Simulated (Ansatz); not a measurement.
# ZrN: the crystal squeezed far

The task here is to estimate one member of a computed series from the others.

Program: Ansatz 0.2.0. Level of theory: DFT PBEsol, with the methods named in each step. These are calculated values, not measurements.

### Starting point

Symmetry: Fm-3m, No. 225, cubic system. Conventional cell: a = 4.309 Å, b = 4.309 Å, c = 4.309 Å, α = 90.00°, β = 90.00°, γ = 90.00°. Zr (site symmetry m-3m) has 6 N at 2.15 Å as nearest neighbours. Around N (site symmetry m-3m) lie 6 Zr at 2.15 Å.

As a file:

```xyz
2
Lattice="0.0000 2.1544 2.1544 2.1544 0.0000 2.1544 2.1544 2.1544 0.0000" Properties=species:S:1:pos:R:3 pbc="T T T"
Zr    0.0000    0.0000    0.0000
N     2.1544    2.1544    2.1544
```

Whether this phase is the stable one at these pressures isn't tested.

Atoms are numbered in the order of the input: Zr1, N2.

The first run:

Input file input.yaml:

```yaml
crystal:
  lattice:
    - [0.0, 2.15443469, 2.15443469]
    - [2.15443469, 0.0, 2.15443469]
    - [2.15443469, 2.15443469, 0.0]
  atoms:
    - { symbol: Zr, position: [0.0, 0.0, 0.0] }
    - { symbol: "N", position: [0.5, 0.5, 0.5] }
kpoints:
  mp_grid: { grid: [17, 17, 17] }
scf:
  occupations: { method: fermi_dirac, width: 0.1 }
hamiltonian:
  xc: pbesol
  pseudopotentials: { kind: paw }
output:
  forces: true
  stress: true
relax:
  f_tol: 0.005
  max_steps: 40
  cell: {}
```

Command:

```console
$ ansatz run input.yaml --threads 1 --pin off --max-ram 2048MiB --backend cpu --events-out ev --progress --plain --runs-dir out
```

Among the steps run: Cell relaxed at zero pressure, PAW; Volume scaled by 1, PAW; Volume scaled by 0.94, PAW; Volume scaled by 0.88, PAW; Volume scaled by 0.8, PAW; Volume scaled by 0.72, PAW; Volume scaled by 0.64, PAW; Volume scaled by 0.55, PAW; Volume scaled by 0.55, PAW (level accurate).

One of the session's tables, all rows but one given; the rest of the session is left out.

```
              method  volume over the first  volume (Å³/atom)  pressure (GPa)
                 PAW                      1            11.795            0.00
                 PAW                   0.94            11.087           18.99
                 PAW                   0.88            10.379           45.16
                 PAW                    0.8                 ?               ?
                 PAW                   0.72             8.492          176.77
                 PAW                   0.64             7.549          305.96
                 PAW                   0.55             6.487          555.19
PAW (level accurate)                   0.55             6.487          555.57
```

Q: Estimate the row for PAW, 0.8 from the others.

**Answer.** volume (Å³/atom): 9.436; pressure (GPa): 96.38. In the column «volume (Å³/atom)» it lies between PAW, 0.72 (8.492) and PAW, 0.88 (10.379).
